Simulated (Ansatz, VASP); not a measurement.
This is a calculation of Ge (Germanium) for Ansatz 0.2.0. 

Contents of input.yaml:

```yaml
crystal:
  lattice:
    - [0.0, 2.82891, 2.82891]
    - [2.82891, 0.0, 2.82891]
    - [2.82891, 2.82891, 0.0]
  atoms:
    - { symbol: Ge, position: [0.75, 0.75, 0.75] }
    - { symbol: Ge, position: [0.5, 0.5, 0.5] }
kpoints:
  mp_grid: { grid: [8, 8, 8] }
scf:
  occupations: { method: gaussian, width: 0.025 }
hamiltonian:
  xc: pbe
  pseudopotentials: { kind: all_electron, lapw: { basis_error: 0.001 } }
output:
  forces: true
  stress: true
  eigenvalues: true
```

Potentials or basis: all-electron LAPW, scalar-relativistic.

Launch:

```bash
$ ansatz run input.yaml --threads 1 --pin off --max-ram 3072MiB --backend cpu --events-out ev --progress --plain --runs-dir out
```

Task: Set up the same calculation for VASP 6.6.1. Potentials or basis there: PBE PAW files Ge_d, 520 eV.

Result: As run (cutoffs and basis follow the program's own potentials, and thresholds, step limits or extra output files can differ):

File INCAR:

```
SYSTEM = Ge
PREC     = Accurate       ! precision mode
ENCUT    = 520            ! plane-wave cutoff, eV
EDIFF    = 1E-7           ! SCF threshold, eV
ISMEAR   = 0              ! smearing method
SIGMA    = 0.025          ! smearing width, eV
LREAL    = .False.        ! projectors in reciprocal space
LASPH    = .True.         ! aspherical terms in the spheres
NELM     = 100            ! most SCF steps
ALGO     = Normal         ! electronic algorithm
ISIF     = 2              ! what is computed and relaxed
LWAVE    = .False.        ! write WAVECAR
LCHARG   = .False.        ! write CHGCAR
GGA      = PE             ! functional
NBANDS   = 21             ! bands
```

File KPOINTS:

```
Automatic mesh
0
Gamma
  8 8 8
  0 0 0
```

The input POSCAR:

```
Ge
1.0
    0.0000000000      2.8289100000      2.8289100000
    2.8289100000      0.0000000000      2.8289100000
    2.8289100000      2.8289100000      0.0000000000
Ge
2
Direct
    0.7500000000      0.7500000000      0.7500000000
    0.5000000000      0.5000000000      0.5000000000
```

Potentials or basis: VASP PAW PBE potentials, release 64 (Ge_d).

Run with:

```bash
$ cat potpaw_PBE.64/Ge_d/POTCAR > POTCAR
$ mpirun -np 1 vasp_std > vasp.out
```

Both were run:

|  | Ansatz | VASP |
| --- | --- | --- |
| Pressure | 3.6 GPa | 3.5 GPa |

Where Ansatz's input types no cutoff or centring, it takes its own default and a Γ-centred mesh.

Pressure is positive in compression.
